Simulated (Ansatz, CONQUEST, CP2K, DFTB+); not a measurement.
**Running rutile SnO2, size series (48 atoms) with CONQUEST**

Wanted: CONQUEST inputs and outputs for rutile SnO2, size series (48 atoms), checked against a plane-wave reference.

Method: the method is named at each step, in CONQUEST 1.3.

## (1) Starting point

The cell holds 48 atoms: 16 Sn and 32 O. Its edges and angles: a = 9.474 Å, b = 9.474 Å, c = 6.372 Å, α = 90.0°, β = 90.0°, γ = 90.0°. It derives from SnO2 (rutile), repeated 2×2×2. Rutile SnO2 (cell 4.737, 4.737, 3.186, 90, 90, 90), 2 x 2 x 2 conventional cells; ideal positions. Then every atom was moved at random, 0.02 Å r.m.s. a Cartesian component.

The yardstick, on the same geometry:

| Quantity | Value |
| --- | --- |
| method | Kohn-Sham DFT, PBE, PAW, plane waves (Ansatz 0.2.0); cutoff 420 eV, Γ point, fermi-dirac smearing of 0.05 eV; PAW set soft_2 |
| r.m.s. force component | 0.4482 eV/Å |
| longest force | 1.769 eV/Å |
| pressure | 11.61 GPa |
| gap (highest filled to lowest empty level) | 1.223 eV |
| SCF cycles | 8 |
| time | 11 s on 4 threads of Intel Xeon Platinum 8259CL at 2.50GHz (Skylake/Cascade Lake), shared host |
| CPU time | 26 s |

## (2) PBE, grid 120 Ha

Method: Kohn-Sham DFT, PBE, norm-conserving pseudopotentials, pseudo-atomic orbitals (double zeta with polarisation), diagonalisation.

The .ion files beside the input carry potential, basis and functional.

Contents of Conquest_input:

```
IO.Title cell
IO.Coordinates coords.dat
IO.FractionalAtomicCoords T
IO.Iprint 1
General.NumberOfSpecies 2
AtomMove.TypeOfRun static
AtomMove.CalcStress T
Grid.GridCutoff 120
DM.SolutionMethod diagon
SC.MaxIters 100
SC.LinearMixingFactor 0.3
minE.SCTolerance 1e-06
Diag.kT 0.001837
Diag.MPMesh T
Diag.GammaCentred T
Diag.MPMeshX 1
Diag.MPMeshY 1
Diag.MPMeshZ 1
%block ChemicalSpeciesLabel
1 118.710 Sn
2 15.999 O
%endblock
```

Contents of coords.dat:

```
17.903265 0.000000 0.000000
0.000000 17.903265 0.000000
0.000000 0.000000 12.041335
48
0.00155 0.00011 0.00388 1 T T T
0.24809 0.24810 0.24659 1 T T T
0.15529 0.15121 0.99358 2 T T T
0.34509 0.34524 0.00030 2 T T T
0.09774 0.40242 0.25051 2 T T T
0.40428 0.09738 0.24805 2 T T T
0.00398 0.99774 0.50048 1 T T T
0.25077 0.25039 0.74845 1 T T T
0.15374 0.15376 0.50229 2 T T T
0.34883 0.34765 0.49901 2 T T T
0.09854 0.40109 0.74960 2 T T T
0.40224 0.09786 0.74834 2 T T T
0.00029 0.49883 0.99726 1 T T T
0.25273 0.75315 0.24926 1 T T T
0.15397 0.65128 0.00191 2 T T T
0.34628 0.84384 0.99995 2 T T T
0.09572 0.89981 0.25053 2 T T T
0.40571 0.59808 0.24888 2 T T T
0.99760 0.50064 0.49917 1 T T T
0.24899 0.74774 0.75433 1 T T T
0.15563 0.65179 0.50247 2 T T T
0.34658 0.84313 0.49912 2 T T T
0.09790 0.90280 0.75070 2 T T T
0.40469 0.59519 0.74855 2 T T T
0.50001 0.99727 0.99940 1 T T T
0.75214 0.24973 0.24896 1 T T T
0.65348 0.15198 0.00088 2 T T T
0.84543 0.34856 0.00129 2 T T T
0.59399 0.39859 0.24670 2 T T T
0.90425 0.09381 0.24953 2 T T T
0.49872 0.00107 0.49626 1 T T T
0.75047 0.24928 0.75274 1 T T T
0.65461 0.15704 0.50188 2 T T T
0.84478 0.34709 0.49704 2 T T T
0.59823 0.40303 0.75472 2 T T T
0.90344 0.09521 0.75544 2 T T T
0.50167 0.50006 0.99742 1 T T T
0.74826 0.75011 0.25478 1 T T T
0.65541 0.65330 0.00066 2 T T T
0.84853 0.84745 0.00144 2 T T T
0.59671 0.90406 0.24912 2 T T T
0.90467 0.59404 0.25364 2 T T T
0.49916 0.49976 0.49009 1 T T T
0.75112 0.75349 0.74791 1 T T T
0.65329 0.65400 0.50418 2 T T T
0.84375 0.84396 0.49590 2 T T T
0.59639 0.90636 0.74757 2 T T T
0.90378 0.59357 0.74804 2 T T T
```

Launch:

```
$ OMP_NUM_THREADS=1 mpirun -np 2 Conquest > output.txt
```

Numbers of over 12 decimals in the logs are rounded to 6 here.

Conquest_out:

```text
      Simulation cell dimensions:    17.9033 a0 x    17.9033 a0 x    12.0413 a0
        This calculation includes non-local pseudopotentials,
         with a maximum core radius of      7.58370955
    Job title: cell
    Job to be run: static calculation
    Ground state search:
      Support functions represented with PAO basis
      1:1 PAO to SF mapping
      Non-spin-polarised electrons
      Solving for the K matrix using diagonalisation
      Using Fermi-Dirac smearing
    Integration grid size:     96 x   96 x   60
    Integration grid spacing:  0.186 a0 x 0.186 a0 x 0.201 a0
    Number of species:  2
    --------------------------------------------------------
    |   #  mass (au)  Charge (e)  SF Rad (a0)  NSF  Label  |
    --------------------------------------------------------
    |   1    118.710      14.000        7.827   18  Sn     |
    |   2     15.999       6.000        5.218   13  O      |
    --------------------------------------------------------
          SCF tolerance:                 0.00000100
          SCF iterations:               100
    The calculation will be performed on     2 processes
    The calculation will be performed on     1 thread
    Using the default matrix multiplication kernel
    The functional used will be GGA PBE96
    set_atom_dens: In set_atomic_density, electrons :     416.000000000000
    PulayMixSC: Starting Pulay mixing, A_up =  0.300 A_dn =  0.300
    PulayMixSC: Spin non-polarised calculation.
          Harris-Foulkes Energy            :     -1791.264825 Ha
    PulayMixSC: Pulay iteration     1 residual:              0.25440E-02
          Harris-Foulkes Energy            :     -1789.576195 Ha
    PulayMixSC: Pulay iteration     2 residual:              0.71949E-03
          Harris-Foulkes Energy            :     -1789.476401 Ha
    PulayMixSC: Pulay iteration     3 residual:              0.46727E-03
          Harris-Foulkes Energy            :     -1789.458825 Ha
          Free Energy (E-TS)               :     -1789.458829 Ha
    PulayMixSC: Pulay iteration     4 residual:              0.49410E-04
          Harris-Foulkes Energy            :     -1789.458606 Ha
          Free Energy (E-TS)               :     -1789.458612 Ha
    PulayMixSC: Pulay iteration     5 residual:              0.19690E-04
          Harris-Foulkes Energy            :     -1789.458361 Ha
          Free Energy (E-TS)               :     -1789.458366 Ha
    PulayMixSC: Pulay iteration     6 residual:              0.45908E-05
          Harris-Foulkes Energy            :     -1789.458358 Ha
          Free Energy (E-TS)               :     -1789.458363 Ha
    PulayMixSC: Pulay iteration     7 residual:              0.24920E-05
          Harris-Foulkes Energy            :     -1789.458357 Ha
          Free Energy (E-TS)               :     -1789.458362 Ha
    PulayMixSC: Pulay iteration     8 residual:              0.11545E-05
          Harris-Foulkes Energy            :     -1789.458358 Ha
          Free Energy (E-TS)               :     -1789.458363 Ha
    PulayMixSC: Pulay iteration     9 residual:              0.26542E-06
    PulayMixSC: Reached SCF tolerance of  0.26542E-06 after      9 iterations
      | Number of electrons      =       416.000164
      | GS Energy as E-(1/2)TS   =     -1789.458361 Ha
      | Free Energy as E-TS      =     -1789.458363 Ha
      |* Harris-Foulkes energy   =     -1789.458358 Ha
      |* DFT total energy        =     -1789.458358 Ha
    force: Forces on atoms (Ha/a0)
    force:  Atom   X              Y              Z
    force:     1  -0.0019415331  -0.0027205912  -0.0148715027
    force:     2   0.0048309935   0.0076491982   0.0092595478
    force:     3  -0.0079394906  -0.0089458008   0.0117946176
    force:     4   0.0105827106   0.0115681964  -0.0008160512
    force:     5   0.0009023873  -0.0036102850  -0.0024029264
    force:     6  -0.0083349105   0.0033032692  -0.0021958386
    force:     7  -0.0149913114   0.0051605442   0.0090377181
    force:     8   0.0080885068   0.0076877478  -0.0023246498
    force:     9  -0.0068887807  -0.0085793191  -0.0106121852
    force:    10  -0.0049643864  -0.0052305149  -0.0051116182
    force:    11  -0.0051311695   0.0033706770  -0.0033412654
    force:    12   0.0019739516  -0.0044597156   0.0022234916
    force:    13   0.0043227912  -0.0001956446   0.0114928378
    force:    14  -0.0107309564  -0.0236668645   0.0123550628
    force:    15  -0.0052265052  -0.0023177052   0.0044153917
    force:    16   0.0136702837   0.0140596543  -0.0030256038
    force:    17   0.0064122993  -0.0012235290   0.0006497326
    force:    18  -0.0080857101   0.0104818329  -0.0112381338
    force:    19   0.0182538936  -0.0099197117   0.0026931072
    force:    20   0.0028784485  -0.0080726779  -0.0188114528
    force:    21  -0.0061740731  -0.0043287652  -0.0073858446
    force:    22   0.0139640420   0.0145277672   0.0088893364
    force:    23   0.0041591390  -0.0064496094   0.0025624264
    force:    24  -0.0066104761   0.0077099827  -0.0025454064
[...]
force:    41   0.0049491563  -0.0068507733   0.0017795704
    force:    42  -0.0152075804   0.0152501477  -0.0151224673
    force:    43   0.0103632134  -0.0048553348   0.0375643059
    force:    44   0.0000167032  -0.0101122831   0.0219569936
    force:    45  -0.0109843959  -0.0112592729  -0.0051720354
    force:    46   0.0239103583   0.0236078480   0.0102671076
    force:    47   0.0082942651  -0.0081498061  -0.0006066468
    force:    48  -0.0144320213   0.0151740249   0.0063458072
    force: Maximum force :        0.03756431(Ha/a0) on atom        43 in z direction
    force: Force Residual:        0.01675869 Ha/a0
    force: Total stress:        -13.67966088   -13.62591769   -27.67910358 GPa
    force: Average pressure:     18.32822738 GPa
    get_E_and_F: Change in energy during last step of electronic optimisation: -0.89331E-06
```

The job ended after 4 min (2 MPI ranks of Intel Xeon Platinum 8259CL at 2.50GHz (Skylake/Cascade Lake), shared host; peak memory 5.1 GiB; 7.9 min of CPU time).

Banners, paths, timers and routine set-up lines are dropped from the logs unmarked, and long logs keep their key lines alone; longer cuts are marked.

Against the reference:

```
r.m.s. force component                           : 0.4975 eV/Å
r.m.s. difference of force components            : 58.25 meV/Å
longest difference of force vectors              : 255 meV/Å
force difference over r.m.s. force               : 13 %
slope of forces against the reference's          : 1.108
correlation of force components                  : 0.9979
gap (highest filled to lowest empty level) : 0.9725 eV
gap difference                                   : -0.2503 eV
pressure                                         : 18.33 GPa
pressure difference                              : 6.717 GPa
```

This run lies far from the reference in forces at the same functional.

Length of the force difference by element (eV/Å):

```csv
element,atoms,mean,most
O,32,0.087,0.19
Sn,16,0.097,0.26
```

Levels nearest the highest filled one (eV from it): -0.84, -0.84, -0.83, -0.78, -0.77, -0.77, -0.73, -0.65, -0.63, -0.60, -0.57, 0.00, 0.97, 4.13, 4.15, 4.17, 4.22, 4.53, 4.57, 4.68, 4.74, 5.82, 6.00, 6.05.

Local excerpt of 9 atoms (numbers count through the whole input) about Sn43, which bears the longest force; x, y, z are measured from there.

```
atom      x      y      z  distance (Å)  bonds     Fx     Fy  Fz (eV/Å)
Sn43   0.00   0.00   0.00          0.00      6   0.53  -0.25       1.93
 O18  -0.89   0.93  -1.54          2.00      3  -0.42   0.54      -0.58
 O10  -1.42  -1.44   0.06          2.03      3  -0.26  -0.27      -0.26
 O29   0.90  -0.96  -1.55          2.03      3   0.30  -0.03      -0.03
 O45   1.46   1.46   0.09          2.07      3  -0.56  -0.58      -0.27
 O24  -0.90   0.90   1.65          2.08      3  -0.34   0.40      -0.13
 O35   0.94  -0.92   1.69          2.14      3   0.13  -0.14      -0.96
Sn37   0.02   0.00  -3.14          3.14      6  -0.31  -0.20      -0.08
Sn37   0.02   0.00   3.23          3.23      6  -0.31  -0.20      -0.08
```

Forces lie 13 % from the reference's, at 18 times its CPU time (on 2 against 4 cores).

## (3) PBE, grid 60 Ha

Method: Kohn-Sham DFT, PBE, norm-conserving pseudopotentials, pseudo-atomic orbitals (double zeta with polarisation), diagonalisation.

Conquest_input: that of step 2 with these lines changed.

```diff
@@ -7,3 +7,3 @@
 AtomMove.CalcStress T
-Grid.GridCutoff 120
+Grid.GridCutoff 60
 DM.SolutionMethod diagon
```

coords.dat is that of step 2.

Conquest_out:

```text
      Simulation cell dimensions:    17.9033 a0 x    17.9033 a0 x    12.0413 a0
        This calculation includes non-local pseudopotentials,
         with a maximum core radius of      7.58370955
    Job title: cell
    Job to be run: static calculation
    Ground state search:
      Support functions represented with PAO basis
      1:1 PAO to SF mapping
      Non-spin-polarised electrons
      Solving for the K matrix using diagonalisation
      Using Fermi-Dirac smearing
    Integration grid size:     64 x   64 x   48
    Integration grid spacing:  0.280 a0 x 0.280 a0 x 0.251 a0
    Number of species:  2
    --------------------------------------------------------
    |   #  mass (au)  Charge (e)  SF Rad (a0)  NSF  Label  |
[... lines left out ...]
    The functional used will be GGA PBE96
[... lines left out ...]
          Free Energy (E-TS)               :     -1789.571382 Ha
[...]
Free Energy (E-TS)               :     -1789.571129 Ha
[...]
Free Energy (E-TS)               :     -1789.570883 Ha
[...]
Free Energy (E-TS)               :     -1789.570880 Ha
[...]
Harris-Foulkes Energy            :     -1789.570873 Ha
          Free Energy (E-TS)               :     -1789.570879 Ha
    PulayMixSC: Pulay iteration     8 residual:              0.10939E-05
          Harris-Foulkes Energy            :     -1789.570873 Ha
          Free Energy (E-TS)               :     -1789.570879 Ha
    PulayMixSC: Pulay iteration     9 residual:              0.24545E-06
    PulayMixSC: Reached SCF tolerance of  0.24545E-06 after      9 iterations
      | Number of electrons      =       416.000089
      | GS Energy as E-(1/2)TS   =     -1789.570876 Ha
      | Free Energy as E-TS      =     -1789.570879 Ha
      |* Harris-Foulkes energy   =     -1789.570873 Ha
      |* DFT total energy        =     -1789.570873 Ha
    force: Forces on atoms (Ha/a0)
    force:  Atom   X              Y              Z
    force:     1  -0.0014340740  -0.0028442680  -0.0146073508
    force:     2   0.0055729826   0.0092879114   0.0086856618
    force:     3  -0.0031199045  -0.0043283985   0.0009499094
[...]
force:    47  -0.0018172570  -0.0071582559  -0.0073986312
    force:    48  -0.0091196340   0.0146696485   0.0018917080
    force: Maximum force :        0.03636382(Ha/a0) on atom        43 in z direction
    force: Force Residual:        0.01590395 Ha/a0
    force: Total stress:        -18.81663387   -18.39113284   -27.64311032 GPa
    force: Average pressure:     21.61695901 GPa
    get_E_and_F: Change in energy during last step of electronic optimisation:  0.15148E-06
```

Elapsed: 2.1 min, on 2 MPI ranks; peak memory 2.6 GiB; 4.2 min of CPU time.

Numbers from this run, and their distance from the reference:

```
r.m.s. force component                           : 0.4722 eV/Å
r.m.s. difference of force components            : 252.1 meV/Å
longest difference of force vectors              : 1283 meV/Å
force difference over r.m.s. force               : 56.25 %
slope of forces against the reference's          : 0.8968
correlation of force components                  : 0.8513
gap (highest filled to lowest empty level) : 0.9573 eV
gap difference                                   : -0.2655 eV
pressure                                         : 21.62 GPa
pressure difference                              : 10.01 GPa
energy less the same-level run's                 : -63.79 meV/atom
r.m.s. force difference from the same-level run  : 271.9 meV/Å
```

This is a coarse setting, run to see what it loses.

Against the first run (13 %), the force difference from the reference is 56 %, at 0.53 times the CPU time: the grid matters here.

The difference per atom is largest on O (0.47 eV/Å on average, against 0.11 on Sn). The forces add up to 1.7 eV/Å instead of zero, usually a sign of too coarse a grid.

## (4) All runs compared

Differences are against the plane-wave reference, forces as r.m.s. over components; share is that over the reference's r.m.s. force, slope the least-squares factor from reference forces to these. Total energies of different programs have different zeros and aren't compared.

```
                              run  Δ force, r.m.s. (meV/Å)  share (%)  slope  Δ pressure (GPa)  Δ gap (eV)  cores  CPU time  memory (GiB)
                        reference                        -          -      -                 -           -      4      26 s          0.84
        CONQUEST PBE, grid 120 Ha                     58.3       13.0  1.108              6.72      -0.250      2   7.9 min           5.1
CONQUEST PBE, grid 60 Ha (coarse)                      252       56.3  0.897              10.0      -0.266      2   4.2 min           2.6
```

Rows marked coarse were listed beforehand as settings not expected to be converged; some can still land near the reference.

CPU time is summed over cores on a shared host, where runs went side by side, so it is rough. Symmetry, cutoffs, thresholds, outputs and thread counts weren't matched or tuned between programs; memory under MPI is the largest rank's times the ranks.

Within one program, basis, potentials and functional, energies share a zero. Each run against its twin at the usual cutoff or grid and solver:

```
                     run         twin  Δ energy (meV/atom)  Δ force, r.m.s. (meV/Å)  CPU time over the twin's
CONQUEST PBE, grid 60 Ha  grid 120 Ha                -63.8                      272                      0.53
```

A second geometry, displaced anew (every atom was moved at random, 0.08 Å r.m.s. a Cartesian component), gives an energy difference that all programs can be tested on. The reference puts it at 136.2 meV/atom.

```
                      run  energy less the first geometry's (meV/atom)  error (meV/atom)  force share at the second geometry (%)
CONQUEST PBE, grid 120 Ha                                        148.5              12.4                                    12.1
 CONQUEST PBE, grid 60 Ha                                        122.8             -13.4                                    27.3
```

## (5) Results

```json
{
  "nearest in forces": "CONQUEST PBE, grid 120 Ha, 13 %",
  "its CPU time": "7.9 min"
}
```

In words: The PBE run in local orbitals, coarse settings apart, differs by 13 % (CONQUEST PBE, grid 120 Ha); basis, grid and potentials can all enter. Runs with settings chosen to be coarse differ by 56 % (CONQUEST PBE, grid 60 Ha), their programs' other errors included. None of the electronic-structure runs in the table takes under half the reference's CPU time of 26 s; they take 9.6 to 18 times as much. CONQUEST PBE, grid 120 Ha stiffens the forces by a factor of 1.11 while following their directions (correlation 0.998). At the same functional, gaps differ from the reference's 1.22 eV by between -0.27 and -0.25 eV. These are spacings on the run's k-points, which needn't hold the band edges. In pressure, CONQUEST PBE, grid 60 Ha misses by +10.0 GPa, at the same functional. The energy difference between the two geometries, 136 meV/atom in the reference, is met best by CONQUEST PBE, grid 120 Ha (+12.4) and worst by CONQUEST PBE, grid 60 Ha (coarse) (-13.4). The reference's stress is far from hydrostatic: its diagonal is 8.6, 8.6, 17.6 GPa, compression counted positive. The reference's pressure of 12 GPa says that the cell would expand at this level of theory. The electronic-structure runs sample only Γ, in a cell whose shortest periodic width is 6 Å.

[Also dropped from logs without a mark: logging warnings of Python, and SIESTA's first energy breakdown and zero terms.]

[Logs are printed without paths, hosts, clocks, repeated set-up lines and the standing remarks that a program may print on its own settings, such as how far it seeks lower states.]

[Hosts, paths, dates, database ids (printed as entryN), source tags and the programs' standing remarks are cut or masked in the printed files.]
